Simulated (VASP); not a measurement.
# InP (F-43m) in VASP: notebook, part 2 of 2

VASP 6.6.1. The steps go on from the part before.

**4. Relaxation of cell and atoms, r2SCAN, target pressure 2 GPa, at which the enthalpy is minimised**

This run uses another cell than the first one, of 25.77 Å³/atom, 0.969 times its volume.

Contents of POSCAR:

```
InP
1.0
    2.9536682130      2.9536682130      0.0000000000
   -2.9536682130      2.9536682130      0.0000000000
    0.0000000000      2.9536682130      2.9536682130
In P
1 1
Direct
    0.0000000000      0.0000000000      0.0000000000
    0.7500000000      0.2500000000      0.5000000000
```

Contents of INCAR.step1:

```
  ALGO = Normal
  EDIFF = 1E-4
  ENCUT = 600
  GGA = PE
  ISMEAR = 0
  LASPH = T
  LCHARG = F
  LREAL = F
  LWAVE = T
  NELM = 80
  PREC = Accurate
  SIGMA = 0.01
```

Contents of INCAR.step2:

```
  ALGO = Normal
  EDIFF = 1E-7
  EDIFFG = -0.002
  ENCUT = 600
  IBRION = 2
  ISIF = 3
  ISMEAR = 0
  ISTART = 1
  LASPH = T
  LCHARG = F
  LMIXTAU = T
  LREAL = F
  LWAVE = F
  METAGGA = R2SCAN
  NELM = 80
  NSW = 100
  PREC = Accurate
  PSTRESS = 20.0
  SIGMA = 0.01
```

Contents of KPOINTS:

```
k-points
0
Gamma
  8 8 8
```

Potentials or basis: VASP PAW PBE potentials, release 64 (In_d, P).

Run with:

```
$ cat potpaw_PBE.64/In_d/POTCAR potpaw_PBE.64/P/POTCAR > POTCAR
$ cp INCAR.step1 INCAR
$ mpirun -np 1 vasp_std > vasp.out
$ cp INCAR.step2 INCAR
$ mpirun -np 1 vasp_std > vasp.out
```

OUTCAR:

```text
EDIFF = 1E-7
   EDIFFG = -0.002
   ENCUT = 600
   IBRION = 2
   ISIF = 3
   ISMEAR = 0
   ISTART = 1
   LASPH = T
   LREAL = F
   METAGGA = R2SCAN
   NELM = 80
   NSW = 100
   PREC = Accurate
   PSTRESS = 20.0

 ion  position               nearest neighbor table
   1  0.000  0.000  0.000-   2 2.56   2 2.56   2 2.56   2 2.56
   2  0.750  0.250  0.500-   1 2.56   1 2.56   1 2.56   1 2.56

  LATTYP: Found a face centered cubic cell.
 ALAT       =     5.9073364260

  Lattice vectors:

 A1 = (   0.0000000000,   2.9536682130,   2.9536682130)
 A2 = (   2.9536682130,   0.0000000000,   2.9536682130)
 A3 = (   2.9536682130,   2.9536682130,   0.0000000000)

Analysis of symmetry for initial positions (statically):
=====================================================================
 Subroutine PRICEL returns:
 Original cell was already a primitive cell.

 Routine SETGRP: Setting up the symmetry group for a
 face centered cubic supercell.

 Subroutine GETGRP returns: Found 24 space group operations
 (whereof 24 operations were pure point group operations)
 out of a pool of 48 trial point group operations.

The static configuration has the point symmetry T_d .

Analysis of symmetry for dynamics (positions and initial velocities):
=====================================================================
[... 168 lines left out ...]
  Total       -0.0271397     -0.0271397     -0.0271397     -0.0000000      0.0000000     -0.0000000
  in kB       -0.8437252     -0.8437252     -0.8437252     -0.0000000      0.0000000     -0.0000000
  external PRESSURE =     -20.8437252 kB  Pullay stress =      20.0000000 kB
[... 25 lines left out ...]
--------------------------------------- Ionic step        2  -------------------------------------------

 number of electron      18.0000002 magnetization

 E-fermi :   5.3369     XC(G=0): -10.0012

 val. band max:        5.2953817482   @ k =   0.0000   0.0000   0.0000
 cond. band min:       6.6123011968   @ k =   0.0000   0.0000   0.0000
 fundamental gap:      1.3169194486
 Fermi energy:         5.3368605428

 k-point     1 :       0.0000    0.0000    0.0000
  band No.  band energies     occupation
      1      -9.4124      2.00000
      2      -9.4124      2.00000
      3      -9.4124      2.00000
      4      -9.2186      2.00000
      5      -9.2186      2.00000
      6      -6.8875      2.00000
      7       5.2954      2.00000
      8       5.2954      2.00000
      9       5.2954      2.00000
     10       6.6123      0.00000
     11       9.7346      0.00000
     12       9.7346      0.00000
     13       9.7346      0.00000
[... 405 lines left out ...]
--------------------------------------- Ionic step        3  -------------------------------------------

 number of electron      17.9999999 magnetization

 Free energy of the ion-electron system (eV)
  ---------------------------------------------------
  ext. energy  EPLUGINS =         0.00000000
  ---------------------------------------------------
  free energy    TOTEN  =       -32.28997722 eV

  energy without entropy =      -32.28997722  energy(sigma->0) =      -32.28997722

 E-fermi :   5.1436     XC(G=0):  -9.9059

 val. band max:        5.0693939183   @ k =   0.0000   0.0000   0.0000
 cond. band min:       6.2689972121   @ k =   0.0000   0.0000   0.0000
 fundamental gap:      1.1996032938
 Fermi energy:         5.1436112120

 k-point     1 :       0.0000    0.0000    0.0000
  band No.  band energies     occupation
      1      -9.5961      2.00000
      2      -9.5961      2.00000
      3      -9.5961      2.00000
      4      -9.4139      2.00000
      5      -9.4139      2.00000
      6      -6.9677      2.00000
      7       5.0694      2.00000
      8       5.0694      2.00000
      9       5.0694      2.00000
     10       6.2690      0.00000
     11       9.5103      0.00000
     12       9.5103      0.00000
     13       9.5104      0.00000
[... 401 lines left out ...]
  energy  without entropy=      -32.2899772162  energy(sigma->0) =      -32.28997722

  enthalpy is  TOTEN    =       -31.6649090518 eV   P V=        0.6250681643

 reached required accuracy - stopping structural energy minimisation
```

OUTCAR.step1:

```text
EDIFF = 1E-4
   ENCUT = 600
   GGA = PE
   ISMEAR = 0
   LASPH = T
[... 605 lines left out ...]
 -----------------------------------------------------------------------------------
      0.00000      0.00000      0.00000         0.000000      0.000000      0.000000
      1.47683      4.43050      1.47683         0.000000      0.000000      0.000000
 -----------------------------------------------------------------------------------
    total drift:                               -0.000000      0.000000      0.000000

  FREE ENERGIE OF THE ION-ELECTRON SYSTEM (eV)
  ---------------------------------------------------
  free  energy   TOTEN  =        -8.3993540422 eV

  energy  without entropy=       -8.3993540422  energy(sigma->0) =       -8.39935404
```

It took 4.6 min on 1 thread of Intel Xeon Platinum 8259CL at 2.50GHz (Skylake/Cascade Lake), shared host; peak memory 0.24 GiB.

What came out:

- Free energy: -32.2900 eV
- Relaxed volume: 25.04 Å³/atom
- Relaxed cell: a = 4.137 Å, b = 4.137 Å, c = 4.137 Å, α = 60.00°, β = 60.00°, γ = 90.00°
- Space group after relaxing (to 0.05 Å): F-43m (No. 216)
- Energy change on relaxing (the enthalpy is what falls): +4.2 meV/atom
- Ionic steps: 3
- Pressure after relaxing: 2.0 GPa
- Band gap on the k mesh: 1.20 eV, direct

The path:
| step | energy change (eV) | largest force (eV/Å) | pressure (GPa) | volume (Å³) |
| --- | --- | --- | --- | --- |
| 1 | 0.0000 | 0.0000 | -0.08 | 51.54 |
| 2 | 0.0259 | 0.0000 | 3.63 | 49.08 |
| 3 | 0.0085 | 0.0000 | 2.00 | 50.07 |

Final structure:
```xyz
2
Lattice="2.9254 2.9254 0.0000 -2.9254 2.9254 0.0000 0.0000 2.9254 2.9254" Properties=species:S:1:pos:R:3 pbc="T T T"
In    0.0000    0.0000    0.0000
P     1.4627    4.3882    1.4627
```

Caveat: the cell is relaxed towards a set pressure, so the enthalpy falls and the energy may rise; the PAW data sets were made with another functional, which shifts forces and pressure a little; spin-orbit coupling is left out, which moves the levels of the heavy elements. r2SCAN opens gaps a little over a GGA but as a rule still falls short of measured ones.

**5. The runs side by side**

| task | cell | cutoff (eV) | gap on the mesh (eV) | pressure (GPa) |
| --- | --- | --- | --- | --- |
| single point | a = 4.221 Å, angles 60.0, 60.0, 90.0°, 2 atoms | 520 | 0.85 | -2.1 |
| relaxation of cell and atoms | relaxed to -2 GPa from a = 4.177 Å, angles 60.0, 60.0, 90.0°, 2 atoms | 600 | 0.86 | -2.0 |
| relaxation of cell and atoms | relaxed to 2 GPa from a = 4.177 Å, angles 60.0, 60.0, 90.0°, 2 atoms | 600 | 1.20 | 2.0 |

Alike in all rows: level r2SCAN; potentials or basis VASP PAW PBE potentials, release 64 (In_d, P); no spin polarisation; k mesh 8 × 8 × 8; smearing gaussian 0.01 eV.

Caveats: the PAW data sets were made with another functional, which shifts forces and pressure a little; spin-orbit coupling is left out, which moves the levels of the heavy elements; the cell is relaxed towards a set pressure, so the enthalpy falls and the energy may rise (some runs).

Absolute energies hang on the potentials; compare differences alone.

**6. Against experiment**

Step 2. Measured gap of InP: 1.4236 eV (direct; 1.6 K; a printed reference work, data compilation). This calculation gives 0.85 eV (-0.58 eV). Spin-orbit coupling on In is left out. The value is that of r2SCAN, without temperature or zero-point motion.
